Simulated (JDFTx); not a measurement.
The system is Re.

```xyz
4
Lattice="2.7664 0.0000 0.0000 -1.3832 2.3958 0.0000 0.0000 0.0000 8.9388" Properties=species:S:1:pos:R:3 pbc="T T T"
Re    1.3832    0.7986    6.7041
Re    0.0000    0.0000    4.4694
Re    0.0000    1.5972    2.2347
Re    0.0000    0.0000    0.0000
```

Base run:

```yaml
Program: JDFTx 1.7.0 (patched build)
Functional: PBE
Potentials_or_basis: PseudoDojo-SR-PBE-0.5-standard with smoothed tails
Cutoff: 980 eV
Density_cutoff: 7837 eV
k_mesh: 9 × 9 × 2
Occupations: fermi-dirac, width 0.05 eV
Spin: no spin polarisation
Hubbard_terms: Re d U = 6 eV
```

Its results: band gap on the k mesh none (metal or under the smearing width); pressure -17.2 GPa.

After a change of settings the same cell gave: band gap on the k mesh none (metal or under the smearing width); pressure -23.5 GPa. Which change was it?
A. hubbard terms from Re d U = 6 eV to Re d U = 8 eV
B. hubbard terms from Re d U = 6 eV to Re d U = 4 eV
C. hubbard terms from Re d U = 6 eV to none; hubbard projectors from atomic pseudo-orbitals, not orthogonalised to none

A.

Caveats: U without spin polarisation on a metal has little footing; the U is typed as a test and isn't derived for this compound.

Not every run made on this cell is shown here.
